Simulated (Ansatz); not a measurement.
Born–Oppenheimer molecular dynamics of a periodic cell of 17 atoms, Si₁₆H (host Si, host structure Fd-3m, interstitial H), cell charge +1. It starts from a relaxed structure.

These are results of Ansatz, DFT PBE, scalar-relativistic, plane waves, PAW, not measurements. Settings: accuracy low, cutoff 420 eV, k mesh 2x2x2, fermi-dirac smearing 0.02 eV, no spin polarisation.

* ensemble: NVT, Nosé–Hoover chain
* time step: 1.5 fs
* steps asked: 120
* set temperature: 900 K
* thermostat: time constant 200 fs, chain length 3
* seed: 163139

First frame:

```xyz
17
Lattice="0.0000 5.4480 5.4480 5.4480 0.0000 5.4480 5.4480 5.4480 0.0000" Properties=species:S:1:pos:R:3
Si -0.167 0.014 0.116
Si 1.297 1.363 1.369
Si 2.612 2.735 -0.008
Si 3.958 4.014 1.427
Si 2.675 0.043 2.730
Si 4.061 1.372 4.072
Si 5.432 2.743 2.744
Si 6.767 4.133 4.077
Si -0.067 2.759 2.676
Si 1.112 3.992 4.258
Si 2.822 5.702 2.554
Si 4.068 6.892 4.120
Si 2.787 2.844 5.390
Si 4.071 4.201 6.810
Si 5.444 5.514 5.431
Si 6.787 6.968 6.700
H 6.992 5.309 8.894
```

(1) What does the run give?

(2) What happens to the structure?

(3) How do temperature and energy run in time?

Answers

(1) The run went to its last step.

| Item | Value |
| --- | --- |
| steps done | 120 |
| time covered | 180 fs |
| mean temperature over the second half | 531 K |
| spread of the potential energy over the second half | 8.3 meV per atom |
| mean potential energy of the second half above the start | 57.7 meV per atom |

The conserved energy stayed within 0.59 meV per atom of its start (net change 0.072 meV per atom), so the integration is sound. The mean temperature of the second half is 41 % below the set value. A step of 1.5 fs is long for free X–H stretches (periods near 10 fs) and can bias their spread and the temperature. A run of 0.18 ps of so small a system gives no equilibrium averages. Limits of this set-up: coarse k mesh, low accuracy level, charged cell in a uniform background, uncorrected.

(2) Mean squared displacements from the first frame to the last, about the centre of mass: Si 0.09 Å², H 1.22 Å². The details hang on the random start.

(3) 
| time (fs) | T (K) | potential energy less start (eV) | conserved less start (meV/atom) |
| --- | --- | --- | --- |
| 0.0 | 900 | 0.000 | 0.00 |
| 9.0 | 585 | 0.656 | 0.29 |
| 18.0 | 316 | 1.217 | 0.50 |
| 27.0 | 536 | 0.764 | 0.39 |
| 36.0 | 638 | 0.560 | 0.34 |
| 45.0 | 389 | 1.085 | 0.45 |
| 54.0 | 232 | 1.416 | 0.53 |
| 63.0 | 369 | 1.139 | 0.50 |
| 72.0 | 503 | 0.874 | 0.26 |
| 81.0 | 353 | 1.202 | 0.42 |
| 90.0 | 283 | 1.361 | 0.50 |
| 99.0 | 438 | 1.056 | 0.44 |
| 108.0 | 507 | 0.935 | 0.33 |
| 117.0 | 456 | 1.065 | 0.23 |
| 126.0 | 491 | 1.016 | 0.19 |
| 135.0 | 628 | 0.767 | 0.24 |
| 144.0 | 621 | 0.822 | 0.35 |
| 153.0 | 520 | 1.068 | 0.49 |
| 162.0 | 512 | 1.120 | 0.50 |
| 171.0 | 667 | 0.831 | 0.24 |
| 180.0 | 667 | 0.869 | 0.07 |

Time of the run: 7.7 min on 1 thread of Arm Neoverse V2, on a shared host, peak memory 0.64 GiB.
